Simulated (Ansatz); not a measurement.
# La2O3 (P-62m) in Ansatz: notebook

Runs on La2O3. Level: LDA. Tasks: single point, equation of state.

All numbers are computed with Ansatz 0.2.0; they aren't measurements. Logs are shortened: lines on timing, memory, paths and dates and some standing lists are left out, and cuts for length are marked.

### Step 1. The structure

The structure is hexagonal, space group P-62m (No. 189). Conventional cell: a = 6.267 Å, b = 6.267 Å, c = 3.300 Å, α = 90.00°, β = 90.00°, γ = 120.00°. La (site symmetry -6) has 6 O at 2.45 Å as nearest neighbours. Around O (site symmetry m2m) lie 4 La at 2.45 Å.

The cell comes from a database or a generator and needn't be the stable form of this composition.

### Step 2. Single point, LDA, 21.10 Å³/atom (volume scaled by 0.94)

File input.yaml:

```yaml
crystal:
  lattice:
    - [6.1388509059, 0.0, 0.0]
    - [-3.069425453, 5.3164008346, 0.0]
    - [0.0, 0.0, 3.2324049356]
  atoms:
    - { symbol: La, position: [0.6666666667, 0.3333333333, 0.5] }
    - { symbol: La, position: [0.3333333333, 0.6666666667, 0.5] }
    - { symbol: O, position: [0.50801399, 0.0, 0.0] }
    - { symbol: O, position: [0.0, 0.50801399, 0.0] }
    - { symbol: O, position: [0.49198601, 0.49198601, 0.0] }
kpoints:
  mp_grid: { grid: [5, 5, 8] }
scf:
  occupations: { method: fermi_dirac, width: 0.05 }
hamiltonian:
  xc: lda
  pseudopotentials: { kind: all_electron, lapw: { basis_error: 0.002 } }
output:
  forces: true
  stress: true
  eigenvalues: true
```

Potentials or basis: all-electron LAPW, scalar-relativistic.

The run is started by

```console
$ ansatz run input.yaml --threads 4 --pin off --max-ram 14336MiB --backend cpu --events-out ev --progress --plain --runs-dir out
```

Standard output:

```text
Warning: RAYON_NUM_THREADS=4 ignored (pool sized by the plan → 4); use --threads N
LAPW: plane waves up to 8.081 Å⁻¹, error target 2.0e-3 eV per atom; small_component_spin mean_spin; O in spheres of 1.108 Å, 6 of its electrons in bands, Dirac shells []; La in spheres of 1.291 Å, 29 of its electrons in bands, Dirac shells [] (how accurate: hamiltonian.pseudopotentials.lapw.basis_error, Limitations)
Engine: ansatz 0.2.0, x86_64-unknown-linux-gnu
Pseudopotentials: kind: all_electron
Pseudopotential: La, LAPW, valence charge 29, lapw/all_electron/scalar/gaussian/La, Koelling and Harmon's equation, gaussian nucleus
Pseudopotential: O, LAPW, valence charge 6, lapw/all_electron/scalar/gaussian/O, Koelling and Harmon's equation, gaussian nucleus
Functional definition: SPW92
  exchange = slater_x
  correlation = pw_c
Crystal: 5 atoms, lattice volume = 105.495 Å³
Basis set: ecut = 248.81535861678998 eV, 927 PW (Γ), exchange–correlation at level 2
Bands: 46, of which v1, the nominal top of the filled ones, is band 38 counted from 1 (37 counted from 0)
Symmetry: 12 space group operations
Space group: P-62m (ITA 189), of the structure as read, at distance tolerance 4.7e-5 Å
k-points: 25 of 200 (time reversal used)
Non-local potential: La, projectors of the file, none
Non-local potential: O, projectors of the file, none
Initial density: superposition of atomic densities (chi_scale 0.1, normalization cell, long waves kept (reshape's long-wave potential 0.01 eV rms))
Initial wavefunctions: plane waves of lowest kinetic energy (no species holds an atomic orbital)
Functional: x = slater, c = lda
iter 1 solved again at ethr=1.50e-2 eV; its pass at ethr=1.00e-1 eV (dr2=1.14e1 eV) is discarded
SCF iter   1: F=—  HF=-467993.552957 eV  |F-HF|=—  |Δ(HF+E_count)|=         —  Δρ=8.01e-2  dr2=1.14e1  ethr=1.50e-2  ⟨swp⟩=2.1  Hψ=8153  notcnv=0
preconditioner: auto → Resta (q_TF=auto, 2.583 Å⁻¹)  ε∞=3.3  [insulator: Δε(μ)=4.044 eV  Ē_g=14.355 eV  σ=0.050 eV  W_gap=1.00  n_scr=32 (ndim 8)  ℏωp=21.7 eV  f_vac=0.184  D(μ)=0.00/eV (n_scr^D=0)  ε∞_Penn≈3.3]
SCF iter   2: F=—  HF=-467988.702370 eV  |F-HF|=—  |Δ(HF+E_count)|=    4.85e0  Δρ=3.12e-2  dr2=2.12e0  ethr=1.50e-2  ⟨swp⟩=3.0  Hψ=3977  notcnv=0
preconditioner: auto → none  [metal: Δε(μ)=0.088 eV  Ē_g=11.434 eV  σ=0.050 eV  W_gap=0.41  n_scr=32 (ndim 8)  ℏωp=21.7 eV  f_vac=0.229  D(μ)=0.10/eV (n_scr^D=0)]
SCF iter   3: F=—  HF=-467986.335372 eV  |F-HF|=—  |Δ(HF+E_count)|=    2.37e0  Δρ=1.99e-2  dr2=9.14e-1  ethr=2.79e-3  ⟨swp⟩=3.8  Hψ=4307  notcnv=0
iter 4 solved again at ethr=6.36e-5 eV; its pass at ethr=1.20e-3 eV (dr2=4.84e-2 eV) is discarded
SCF iter   4: F=—  HF=-467986.071014 eV  |F-HF|=—  |Δ(HF+E_count)|=         —  Δρ=5.22e-3  dr2=4.83e-2  ethr=6.36e-5  ⟨swp⟩=2.0  Hψ=6518  notcnv=0
the basis was enlarged: its passes take 346.6 KiB over the memory plan, 4 of 4 planned eigensolver slots
SCF iter   5: F=—  HF=-467986.024859 eV  |F-HF|=—  |Δ(HF+E_count)|=   4.62e-2  Δρ=1.89e-3  dr2=5.45e-3  ethr=6.36e-5  ⟨swp⟩=3.0  Hψ=4042  notcnv=0
SCF iter   6: F=—  HF=-467986.021038 eV  |F-HF|=—  |Δ(HF+E_count)|=   3.82e-3  Δρ=2.01e-4  dr2=5.10e-5  ethr=7.17e-6  ⟨swp⟩=3.0  Hψ=3879  notcnv=0
SCF iter   7: F=—  HF=-467986.021040 eV  |F-HF|=—  |Δ(HF+E_count)|=   1.35e-6  Δρ=3.69e-5  dr2=2.39e-6  ethr=6.71e-8  ⟨swp⟩=3.0  Hψ=3870  notcnv=0
SCF iter   8: F=—  HF=-467986.021040 eV  |F-HF|=—  |Δ(HF+E_count)|=   2.67e-7  Δρ=1.16e-5  dr2=2.35e-7  ethr=3.15e-9  ⟨swp⟩=2.9  Hψ=3695  notcnv=0
SCF iter   9: F=-467986.021039 eV  HF=-467986.021039 eV  |F-HF|=5.24e-10  |Δ(HF+E_count)|=   1.03e-7  Δρ=2.99e-7  dr2=1.53e-10  ethr=3.10e-10  ⟨swp⟩=3.0  Hψ=3860  notcnv=0
SCF 1 converged in 9 iterations: F = -467986.021039 eV  dr2 = 1.53e-10
SCF converged after 9 iterations
Free energy (F): -467986.021039 eV
Harris-Foulkes:  -467986.021039 eV  (|F-HF|=5.24e-10)
Internal energy: -467986.021039 eV  (E = F + TS)
E sigma→0 (E₀):  -467986.021039 eV
Entropy (-TS):   -0.000000 eV (-0.000 meV/atom)
Fermi energy:    9.346010 eV
--- Per-component energies (eV) ---
  E_band       = -4933.878538
  E_kinetic    = 499263.449177
  E_xc         = -11415.669843
  E_electrostatic = -955833.800373  (all electrons and nuclei)
  E_smearing   = -0.000000  (= −TS)
  E_closure    = 0.000000  (closes the sum)
  E_atoms      = -467941.676676  (free atoms, spherical and without spin; not in F)
  Σ components = -467986.021039   (vs F -467986.021039, Δ=0.00e0)
  Basis errors (estimates in eV, not in F): energy 9.5e-4 per atom: plane waves 8.6e-4 (5.2e-4 summed), levels above the bands 7.8e-37, relativity 7.9e-9, radial functions 8.4e-5, core shells 6.5e-7; eigenvalues (radial functions only) 4.8e-6; not estimated: angular momenta, meshes, grids; target (lapw.basis_error) 2.0e-3; muffin-tin radii O 1.108 Å, La 1.291 Å
--- Forces (eV/Å), atoms counted from 1 ---
  atom   1  La     0.00000000     0.00000000    -0.00000000
  atom   2  La    -0.00000000    -0.00000000    -0.00000000
  atom   3  O     -0.03931887    -0.00000000     0.00000000
  atom   4  O      0.01965943    -0.03405114     0.00000000
  atom   5  O      0.01965943     0.03405114     0.00000000
  max |Σ_I F_I| component: 1.39e-17 eV/Å
--- Stress (GPa, compression-positive) ---
        3.831832       0.000000       0.000000
        0.000000       3.831832       0.000000
        0.000000       0.000000       2.570631
  P = ⅓ Tr σ = 3.4114 GPa (34.114 kbar)
--- Band table (eV; the first three rows and the last of 25) ---
  k-point 0: bands = ["-247.0141", "-247.0141", "-180.9009", "-180.9009", "-180.9009", "-180.9009", "-180.8613", "-180.8613", "-85.2909", "-85.2909", "-85.2908", "-85.2908", "-85.2664", "-85.2664", "-85.2534", "-85.2534", "-85.2534", "-85.2534", "-21.7711", "-21.4727", "-9.0330", "-9.0330", "-7.0935", "-5.2341", "-5.2341", "-4.4660", "-3.9849", "-3.1397", "-3.1397", "5.0815", "6.0915", "6.0915", "6.3783", "6.3783", "7.5259", "7.5259", "7.6976", "8.1104", "9.8588", "11.9547", "12.6212", "12.6212", "13.5554", "13.5723", "13.5723", "13.6097"]
  k-point 1: bands = ["-247.0141", "-247.0141", "-180.9009", "-180.9009", "-180.9009", "-180.9009", "-180.8613", "-180.8613", "-85.2909", "-85.2909", "-85.2908", "-85.2908", "-85.2663", "-85.2662", "-85.2534", "-85.2534", "-85.2534", "-85.2534", "-21.7118", "-21.4232", "-8.8867", "-8.8867", "-7.6632", "-5.1580", "-5.1580", "-4.5145", "-4.0549", "-3.4537", "-3.4537", "5.7809", "6.2290", "6.2290", "6.4379", "6.4379", "7.1725", "7.1725", "7.6903", "7.7568", "10.3002", "12.2111", "12.7578", "12.7578", "13.4921", "13.5035", "13.5035", "13.6170"]
  k-point 2: bands = ["-247.0141", "-247.0141", "-180.9009", "-180.9009", "-180.9009", "-180.9009", "-180.8613", "-180.8613", "-85.2909", "-85.2909", "-85.2908", "-85.2908", "-85.2659", "-85.2658", "-85.2535", "-85.2535", "-85.2535", "-85.2535", "-21.5628", "-21.3000", "-8.6891", "-8.4649", "-8.4649", "-5.5814", "-4.9649", "-4.9649", "-4.2529", "-4.2529", "-3.3880", "6.1373", "6.1373", "6.5806", "6.5806", "6.8305", "6.8520", "6.8520", "7.2246", "7.9050", "11.2966", "12.7343", "13.0136", "13.0136", "13.3301", "13.3343", "13.3343", "13.3468"]
  k-point 24: bands = ["-247.0141", "-247.0141", "-180.9009", "-180.9009", "-180.9009", "-180.9009", "-180.8613", "-180.8613", "-85.2909", "-85.2909", "-85.2908", "-85.2908", "-85.2653", "-85.2653", "-85.2536", "-85.2536", "-85.2536", "-85.2536", "-21.2504", "-21.2051", "-9.2883", "-8.9243", "-7.4187", "-5.8598", "-5.3889", "-5.0990", "-4.7295", "-4.5585", "-4.0254", "5.5525", "6.3527", "6.3598", "6.5568", "6.6808", "6.8608", "6.9023", "7.7469", "7.9062", "12.9671", "13.1170", "13.1177", "13.1572", "13.2135", "13.2894", "13.4190", "13.5344"]
```

Run time: 19 s. Hardware: 4 threads of Intel Xeon at 2.70GHz, shared host; peak memory 0.52 GiB.

Results:

* Free energy: -467986.0210 eV
* Pressure: 3.4 GPa
* Largest force: 0.039 eV/Å
* Band gap on the k mesh: 1.03 eV, indirect (least direct gap 1.75 eV)

Caveat: spin-orbit coupling is left out, which moves the levels of the heavy elements; an odd mesh through Γ misses points on the zone boundary, where band edges often lie.

### Step 3. Single point, LDA, 21.55 Å³/atom (volume scaled by 0.96)

input.yaml: that of step 2 with these lines changed.

```diff
@@ -2,5 +2,5 @@
   lattice:
-    - [6.1388509059, 0.0, 0.0]
-    - [-3.069425453, 5.3164008346, 0.0]
-    - [0.0, 0.0, 3.2324049356]
+    - [6.1820836747, 0.0, 0.0]
+    - [-3.0910418374, 5.3538415106, 0.0]
+    - [0.0, 0.0, 3.2551691007]
   atoms:
```

Potentials or basis: all-electron LAPW, scalar-relativistic.

The run is started by

```console
$ ansatz run input.yaml --threads 4 --pin off --max-ram 14336MiB --backend cpu --events-out ev --progress --plain --runs-dir out
```

Wall time 19 s (4 threads of Intel Xeon at 2.70GHz, shared host); peak memory 0.51 GiB.

The run converged. Its results:

| Quantity | Value |
| --- | --- |
| Free energy | -467986.0512 eV |
| Pressure | 1.0 GPa |
| Largest force | 0.052 eV/Å |
| Band gap on the k mesh | 1.15 eV, indirect (least direct gap 1.81 eV) |

Caveat: spin-orbit coupling is left out, which moves the levels of the heavy elements; an odd mesh through Γ misses points on the zone boundary, where band edges often lie.

### Step 4. Single point, LDA, 22.00 Å³/atom (volume scaled by 0.98)

input.yaml: that of step 3 with these lines changed.

```diff
@@ -2,5 +2,5 @@
   lattice:
-    - [6.1820836747, 0.0, 0.0]
-    - [-3.0910418374, 5.3538415106, 0.0]
-    - [0.0, 0.0, 3.2551691007]
+    - [6.2247200819, 0.0, 0.0]
+    - [-3.1123600409, 5.3907657224, 0.0]
+    - [0.0, 0.0, 3.2776192522]
   atoms:
```

The run is started by

```console
$ ansatz run input.yaml --threads 4 --pin off --max-ram 14336MiB --backend cpu --events-out ev --progress --plain --runs-dir out
```

Wall time 19 s (4 threads of Intel Xeon at 2.70GHz, shared host); peak memory 0.51 GiB.

Results (log left out):

```
Free energy            : -467986.0489 eV
Pressure               : -1.2 GPa
Largest force          : 0.063 eV/Å
Band gap on the k mesh : 1.27 eV, indirect (least direct gap 1.86 eV)
```

Caveat: spin-orbit coupling is left out, which moves the levels of the heavy elements; an odd mesh through Γ misses points on the zone boundary, where band edges often lie.

### Step 5. Single point, LDA, 22.45 Å³/atom

input.yaml: that of step 4 with these lines changed.

```diff
@@ -2,5 +2,5 @@
   lattice:
-    - [6.2247200819, 0.0, 0.0]
-    - [-3.1123600409, 5.3907657224, 0.0]
-    - [0.0, 0.0, 3.2776192522]
+    - [6.2667802772, 0.0, 0.0]
+    - [-3.1333901386, 5.42719092, 0.0]
+    - [0.0, 0.0, 3.299766]
   atoms:
```

The run is started by

```console
$ ansatz run input.yaml --threads 4 --pin off --max-ram 14336MiB --backend cpu --events-out ev --progress --plain --runs-dir out
```

Wall time 18 s (4 threads of Intel Xeon at 2.70GHz, shared host); peak memory 0.51 GiB.

It converged, with:

```yaml
Free_energy: -467986.0174 eV
Pressure: -3.2 GPa
Largest_force: 0.073 eV/Å
Band_gap_on_the_k_mesh: 1.38 eV, indirect (least direct gap 1.91 eV)
```

Caveat: spin-orbit coupling is left out, which moves the levels of the heavy elements; an odd mesh through Γ misses points on the zone boundary, where band edges often lie.

### Step 6. Single point, LDA, 22.89 Å³/atom (volume scaled by 1.02)

input.yaml: that of step 5 with these lines changed.

```diff
@@ -2,5 +2,5 @@
   lattice:
-    - [6.2667802772, 0.0, 0.0]
-    - [-3.1333901386, 5.42719092, 0.0]
-    - [0.0, 0.0, 3.299766]
+    - [6.3082833429, 0.0, 0.0]
+    - [-3.1541416714, 5.4631336292, 0.0]
+    - [0.0, 0.0, 3.3216193918]
   atoms:
```

Potentials or basis: all-electron LAPW, scalar-relativistic.

The run is started by

```console
$ ansatz run input.yaml --threads 4 --pin off --max-ram 14336MiB --backend cpu --events-out ev --progress --plain --runs-dir out
```

Wall time 17 s (4 threads of Intel Xeon at 2.70GHz, shared host); peak memory 0.51 GiB.

The run converged. Its results:

```yaml
Free_energy: -467985.9598 eV
Pressure: -5.0 GPa
Largest_force: 0.082 eV/Å
Band_gap_on_the_k_mesh: 1.49 eV, indirect (least direct gap 1.95 eV)
```

Caveat: spin-orbit coupling is left out, which moves the levels of the heavy elements; an odd mesh through Γ misses points on the zone boundary, where band edges often lie.

### Step 7. Single point, LDA, 23.34 Å³/atom (volume scaled by 1.04)

input.yaml: that of step 6 with these lines changed.

```diff
@@ -2,5 +2,5 @@
   lattice:
-    - [6.3082833429, 0.0, 0.0]
-    - [-3.1541416714, 5.4631336292, 0.0]
-    - [0.0, 0.0, 3.3216193918]
+    - [6.3492473695, 0.0, 0.0]
+    - [-3.1746236848, 5.4986095169, 0.0]
+    - [0.0, 0.0, 3.3431889533]
   atoms:
```

The run is started by

```console
$ ansatz run input.yaml --threads 4 --pin off --max-ram 14336MiB --backend cpu --events-out ev --progress --plain --runs-dir out
```

Run time: 18 s. Hardware: 4 threads of Intel Xeon at 2.70GHz, shared host; peak memory 0.51 GiB.

Results (log left out):

| Property | Result |
| --- | --- |
| Free energy | -467985.8787 eV |
| Pressure | -6.6 GPa |
| Largest force | 0.091 eV/Å |
| Band gap on the k mesh | 1.58 eV, indirect (least direct gap 1.99 eV) |

Caveat: spin-orbit coupling is left out, which moves the levels of the heavy elements; an odd mesh through Γ misses points on the zone boundary, where band edges often lie.

### Step 8. Single point, LDA, 23.79 Å³/atom (volume scaled by 1.06)

input.yaml: that of step 7 with these lines changed.

```diff
@@ -2,5 +2,5 @@
   lattice:
-    - [6.3492473695, 0.0, 0.0]
-    - [-3.1746236848, 5.4986095169, 0.0]
-    - [0.0, 0.0, 3.3431889533]
+    - [6.3896895259, 0.0, 0.0]
+    - [-3.194844763, 5.5336334518, 0.0]
+    - [0.0, 0.0, 3.3644837246]
   atoms:
```

The run is started by

```console
$ ansatz run input.yaml --threads 4 --pin off --max-ram 14336MiB --backend cpu --events-out ev --progress --plain --runs-dir out
```

Run time: 20 s. Hardware: 4 threads of Intel Xeon at 2.70GHz, shared host; peak memory 0.51 GiB.

Results (log left out):

```
Free energy            : -467985.7765 eV
Pressure               : -8.0 GPa
Largest force          : 0.098 eV/Å
Band gap on the k mesh : 1.67 eV, indirect (least direct gap 2.02 eV)
```

Caveat: spin-orbit coupling is left out, which moves the levels of the heavy elements; an odd mesh through Γ misses points on the zone boundary, where band edges often lie.

### Step 9. Equation of state, LDA

Potentials or basis: all-electron LAPW, scalar-relativistic.

This step only gathers the single runs of the series.

Results:

| Property | Result |
| --- | --- |
| Equilibrium volume | 21.74 Å³/atom |
| Bulk modulus at fixed shape and positions | 107 GPa |
| Pressure derivative of the bulk modulus | 4.3 |

Energy against volume, from the lowest point:
| volume (Å³/atom) | energy (meV/atom) |
| --- | --- |
| 21.099 | 6.04 |
| 21.548 | 0.00 |
| 21.997 | 0.46 |
| 22.446 | 6.76 |
| 22.895 | 18.30 |
| 23.344 | 34.51 |
| 23.792 | 54.94 |

Caveat: the cell was scaled at fixed shape and fractional positions, which overstates the stiffness of a crystal with free parameters, most of all of layers and chains. Spin-orbit coupling is left out, which matters for the levels of La.
